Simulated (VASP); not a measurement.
Moving the share of exact exchange in BN

The structure is cubic, space group F-43m (No. 216). The conventional cell has a = 3.626 Å, b = 3.626 Å, c = 3.626 Å, α = 90.00°, β = 90.00°, γ = 90.00°. Around N (site symmetry -43m) lie 4 B at 1.57 Å. B (site symmetry -43m) has 4 N at 1.57 Å as nearest neighbours.

The cell is a database's computed one, not the measured one.

Kept alike: task single point; functional PBE0(alpha); k mesh 7 × 7 × 7; occupations fermi-dirac, width 0.05 eV; no spin polarisation. Program: VASP, PBE PAW files B, N, 520 eV. The mesh is that of the run's cell of 2 atoms. No spin-orbit coupling.

```csv
"share of exact exchange, α",pressure (GPa)
0.05,-1.98
0.1,-3.77
0.15,-5.53
0.2,-7.28
0.25,-9.01
0.3,?
0.4,-14.09
0.5,-17.38
```

The k mesh is coarse, so the values aren't converged. Pressure is positive in compression; the values hold the error of the finite cutoff, so their zero can differ a little from the energy's minimum. All rows use potentials made for PBE. The mesh is thin for exact exchange.

Question: Fit the rows shown and predict the run at 0.3.

Answer: A least-squares line through the rows shown is pressure = -34.202 α - 0.372 (largest miss 0.102); at α = 0.3 it gives -10.63 GPa. The run gave: pressure -10.72 GPa.

At this fixed cell the pressure becomes steadily more negative as α rises, so each added share of exact exchange leaves the crystal under more tension and favours a smaller equilibrium volume. This fits the known tendency of PBE to make covalent solids slightly too large. Replacing part of its exchange with the exact form probably favours the more compact density of the short, polar B–N bonds.

The near-linearity is expected, because α enters the energy as a linear mixing weight and only the response of the orbitals adds curvature. That curvature is visible here: the pressure falls a little less steeply at large α, so the straight line lies below the runs at both ends and above them in the middle. The miss at 0.3, -10.63 against -10.72 GPa, therefore looks systematic rather than random, and a weak quadratic term would probably remove most of it. Pressures at a single volume don't show which α best reproduces the measured lattice constant.
